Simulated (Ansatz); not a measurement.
**PbSe: what symmetry allows forces and stress to be**

```yaml
crystal:
  lattice:
    - [0.00000, 12.31575, 3.27795]
    - [3.16021, 0.03125, 3.15795]
    - [3.16021, 12.28450, 0.12001]
  atoms:
    - { symbol: Pb, position: [0.18623, 0.80815, 0.19185] }
    - { symbol: Pb, position: [0.82274, 0.21411, 0.78589] }
    - { symbol: Se, position: [0.68874, 0.29525, 0.70475] }
    - { symbol: Se, position: [0.26829, 0.64849, 0.35151] }
```

Level of theory: Ansatz 0.2.0, DFT PBE, scalar-relativistic, plane waves, PAW.

Cutoff 420 eV; k points 6×6×6 on the computed 4-atom cell (Γ-centred); Gaussian smearing, width 0.02 eV; no spin polarisation.

This distorted cell has space group Cm, with 2 operations.

Without a calculation: in which directions can each atom feel a force?

A force must be left unchanged by every operation that keeps its atom in place, so it lies in the space that those operations leave fixed. Atoms that the group maps onto each other feel forces of one size.
```tsv
atom	site symmetry	operations at the site	equivalent to atom	allowed force (Cartesian)
Pb1	m	2	1	in the plane normal to (1.00, 0.00, 0.00)
Pb2	m	2	2	in the plane normal to (1.00, 0.00, 0.00)
Se3	m	2	3	in the plane normal to (1.00, 0.00, 0.00)
Se4	m	2	4	in the plane normal to (1.00, 0.00, 0.00)
```

That leaves 8 independent force components of 12, tied by 2 conditions that the forces sum to zero, so 6 remain. A relaxation in this cell that keeps the symmetry moves the atoms in these directions alone.

And the stress tensor?

It must be invariant under the point group, which leaves 4 independent components: xz, xy vanish.

Do the computed values obey this?

Yes. Forces (eV/Å):
```
Pb1  0.000  0.767  0.055
Pb2  0.000  1.251 -0.514
Se3  0.000 -1.346 -0.174
Se4  0.000 -0.672  0.634
```

Stress (GPa, compression positive, xx yy zz yz xz xy): -0.78 0.84 0.42 0.26 0.00 0.00. The program imposes the same operations on density, forces and stress, so this confirms the analysis and is no independent test of the calculation.

Spin–orbit coupling is left out, which can shift energies with elements as heavy as these. The cell holds layers, and where no dispersion correction was added their binding is poorly described.

This form isn't the usual stable structure of the compound.